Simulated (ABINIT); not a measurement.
The system is SnO.

```
Sn O
1.0
     3.81370    0.00000    0.00000
     0.00000    3.81370    0.00000
     0.00000    0.00000    4.88691
Sn O
2 2
Direct
  0.50000 0.00000 0.76463
  0.00000 0.50000 0.23537
  0.00000 0.00000 0.00000
  0.50000 0.50000 0.00000
```

The cell is a database's computed one.

Base run:

- Program: ABINIT 10.8.3 (patched build)
- Functional: LDA
- Potentials or basis: JTH PAW LDA v2.0
- Cutoff: 626 eV
- k mesh: 9 × 9 × 8
- Occupations: fermi-dirac, width 0.05 eV
- Spin: no spin polarisation

Its results: band gap on the k mesh 0.37 eV, indirect (least direct gap 1.97 eV); pressure -3.7 GPa; largest force 0.248 eV/Å.

Question: After a change of settings the same cell gave: band gap on the k mesh 0.47 eV, indirect (least direct gap 1.97 eV); pressure -3.7 GPa; largest force 0.249 eV/Å. Which change was it?
A. k mesh from 9 × 9 × 8 to 7 × 7 × 6
B. k mesh from 9 × 9 × 8 to 3 × 3 × 2
C. functional from LDA to PBE; potentials or basis from JTH PAW LDA v2.0 to JTH PAW PBE v2.0
D. potentials or basis from JTH PAW LDA v2.0 to JTH PAW LDA v2.0 sp; k mesh from 9 × 9 × 8 to 7 × 7 × 6; valence electrons from 40 to 20

Answer: A.

Caveats: spin-orbit coupling is left out, which moves the levels of the heavy elements; an odd mesh through Γ misses points on the zone boundary, where band edges often lie (some runs); the mesh misses the band edges, which the band path finds closer together (some runs).
